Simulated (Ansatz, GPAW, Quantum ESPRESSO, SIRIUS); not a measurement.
## The bulk modulus of KTaO3, sorted by core time

```cif
data_structure
_symmetry_space_group_name_H-M 'Pm-3m'
_symmetry_Int_Tables_number 221
_cell_length_a 3.9883
_cell_length_b 3.9883
_cell_length_c 3.9883
_cell_angle_alpha 90.000
_cell_angle_beta 90.000
_cell_angle_gamma 90.000
_cell_volume 63.44
loop_
_atom_site_label
_atom_site_type_symbol
_atom_site_symmetry_multiplicity
_atom_site_Wyckoff_symbol
_atom_site_fract_x
_atom_site_fract_y
_atom_site_fract_z
_atom_site_occupancy
Ta1 Ta 1 a 0.00000 0.00000 0.00000 1
K1 K 1 b 0.50000 0.50000 0.50000 1
O1 O 3 d 0.00000 0.00000 0.50000 1
```

| rung | level | program and potentials | cutoff (eV) | k mesh | smearing | core time | chip | bulk modulus (GPa) | notes |
| --- | --- | --- | --- | --- | --- | --- | --- | --- | --- |
| GGA | PBE | Ansatz, Ansatz PAW (earlier soft set) | 420 | 7 × 7 × 7 | fermi-dirac 0.05 | 10 s | Intel Xeon | 188.5 | - |
| GGA | PBEsol | Ansatz, Ansatz PAW | 420 | 7 × 7 × 7 | fermi-dirac 0.05 | 12 s | Intel Xeon | 202.8 | potentials made for PBE, which Ansatz adapts in part |
| GGA + dispersion | PBEsol+D4 | Ansatz, Ansatz PAW | 420 | 7 × 7 × 7 | fermi-dirac 0.05 | 20 s | Arm Neoverse V1 | 205.7 | potentials made for PBE, which Ansatz adapts in part |
| meta-GGA | r2SCAN | Ansatz, Ansatz PAW | 500 | 7 × 7 × 7 | fermi-dirac 0.05 | 28 s | Intel Xeon | 209.0 | potentials made for PBE, which Ansatz adapts in part |
| LDA | LDA | Ansatz, JTH PAW LDA | 1380 | 7 × 7 × 7 | fermi-dirac 0.05 | 75 s | Arm Neoverse V1 | 218.6 | - |
| GGA + dispersion | PBEsol+D3(zero damping) | GPAW, PAW data sets generated for this functional | 800 | 6 × 6 × 6 | fermi-dirac 0.05 | 2.8 min | Intel Xeon 6975P-C Granite Rapids | 202.2 | - |
| GGA + dispersion | PBE+D4 | GPAW, GPAW PAW data sets (gpaw-data 1.2.1) | 800 | 6 × 6 × 6 | fermi-dirac 0.05 | 3 min | Intel Xeon 6975P-C Granite Rapids | (a) | - |
| non-local van der Waals functional | BEEF-vdW | GPAW, GPAW PAW data sets (gpaw-data 1.2.1) | 800 | 6 × 6 × 6 | fermi-dirac 0.05 | 3 min | Intel Xeon 6975P-C Granite Rapids | 184.2 | potentials made for PBE |
| non-local van der Waals functional | vdW-DF-cx | GPAW, GPAW PAW data sets (gpaw-data 1.2.1) | 800 | 6 × 6 × 6 | fermi-dirac 0.05 | 5.4 min | Arm Neoverse V1 | 197.4 | potentials made for PBE |
| GGA | PBEsol | Quantum ESPRESSO, GBRV 1.5 PBEsol | 762 | 7 × 7 × 7 | fermi-dirac 0.05 | 6.3 min | Intel Xeon 6975P-C Granite Rapids | 203.7 | - |
| LDA | LDA | GPAW, the program's PAW data sets (release 1.2.1) made for this functional | 800 | 7 × 7 × 7 | fermi-dirac 0.05 | 9.6 min | Intel Xeon Skylake/Cascade Lake | (b) | - |
| GGA | PBEsol | SIRIUS, PseudoDojo 0.4.1 PBEsol standard (scalar relativistic) | 1152 | 7 × 7 × 7 | fermi-dirac 0.05 | 11 min | Intel Xeon Platinum 8375C Ice Lake | (c) | - |

Times are single runs on shared hosts and different chips, so they are rough; meshes, cutoffs and the tasks' sizes weigh on the time. Task: equation of state. All rows: no spin polarisation. Smearing widths are in eV. The cell comes from a database and isn't always the measured one. Meshes differ between rows, which moves values too. Meshes are those of the run's cell of 5 atoms unless a note names another. Runs on faulty files, with rough fits or with known faults for this quantity aren't shown. No row holds spin-orbit coupling.

Estimate the values left out from the other rows.

(a) 192.1 GPa; (b) 218.2 GPa; (c) 202.9 GPa.
